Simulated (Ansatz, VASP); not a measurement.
This is a calculation of Ag (Silver) for Ansatz 0.2.0. 

Contents of input.yaml:

```yaml
crystal:
  lattice:
    - [0.0, 2.04275, 2.04275]
    - [2.04275, 0.0, 2.04275]
    - [2.04275, 2.04275, 0.0]
  atoms:
    - { symbol: Ag, position: [0.0, 0.0, 0.0] }
hamiltonian:
  xc: pbesol
  pseudopotentials: { kind: paw }
kpoints:
  mp_grid: { grid: [11, 11, 11] }
scf:
  occupations: { method: fermi_dirac, width: 0.05 }
output:
  forces: true
  stress: true
relax:
  f_tol: 0.01
  max_steps: 40
  cell: { stress_tol: 0.05 }
```

Potentials or basis: Ansatz PAW.

Launch:

```console
$ ansatz run input.yaml --threads 2 --pin off --max-ram 5632MiB --backend cpu --events-out ev --progress --plain --runs-dir out
```

Translate it to VASP 6.6.1. Potentials or basis there: PBE PAW files Ag, 600 eV.

As run (cutoffs and basis follow the program's own potentials, and thresholds, step limits or extra output files can differ):

File INCAR:

```
SYSTEM = Ag
ALGO     = Normal         ! electronic algorithm
EDIFF    = 1E-6           ! SCF threshold, eV
EDIFFG   = -0.01          ! ionic threshold
ENCUT    = 600            ! plane-wave cutoff, eV
GGA      = PS             ! functional
IBRION   = 2              ! ionic algorithm
ISIF     = 3              ! what is computed and relaxed
ISMEAR   = -1             ! smearing method
LASPH    = .TRUE.         ! aspherical terms in the spheres
LCHARG   = .FALSE.        ! write CHGCAR
LREAL    = .FALSE.        ! projectors in reciprocal space
LWAVE    = .FALSE.        ! write WAVECAR
NELM     = 60             ! most SCF steps
NSW      = 40             ! ionic steps
PREC     = Accurate       ! precision mode
SIGMA    = 0.05           ! smearing width, eV
```

Contents of KPOINTS:

```
k-points
0
G
  11 11 11
  0 0 0
```

POSCAR

```
Ag
1.0
    0.0000000000      2.0427500000      2.0427500000
    2.0427500000      0.0000000000      2.0427500000
    2.0427500000      2.0427500000      0.0000000000
Ag
1
Direct
    0.0000000000      0.0000000000      0.0000000000
```

Potentials or basis: VASP PAW PBE potentials, release 64 (Ag).

Launch:

```bash
$ cat potpaw_PBE.64/Ag/POTCAR > POTCAR
$ mpirun -np 1 vasp_std > vasp.out
```

Both were run:

|  | Ansatz | VASP |
| --- | --- | --- |
| Relaxed volume | 16.61 Å³/atom | 16.58 Å³/atom |
| Relaxed cell | a = 2.864 Å, b = 2.864 Å, c = 2.864 Å, α = 60.00°, β = 60.00°, γ = 60.00° | a = 2.862 Å, b = 2.862 Å, c = 2.862 Å, α = 60.00°, β = 60.00°, γ = 60.00° |
| Space group after relaxing | Fm-3m (No. 225) | Fm-3m (No. 225) |
| Pressure after relaxing | 0.0 GPa | 0.0 GPa |

Ansatz's pressure holds a Pulay term of +0.04 GPa for its cutoff of 420 eV, which the other run lacks.

The potentials hold 19 and 11 valence electrons a cell.

Ansatz's potentials were made for PBE. VASP's potentials were made for PBE.

Where Ansatz's input types no cutoff or centring, it takes its own default and a Γ-centred mesh.

Pressure is positive in compression.
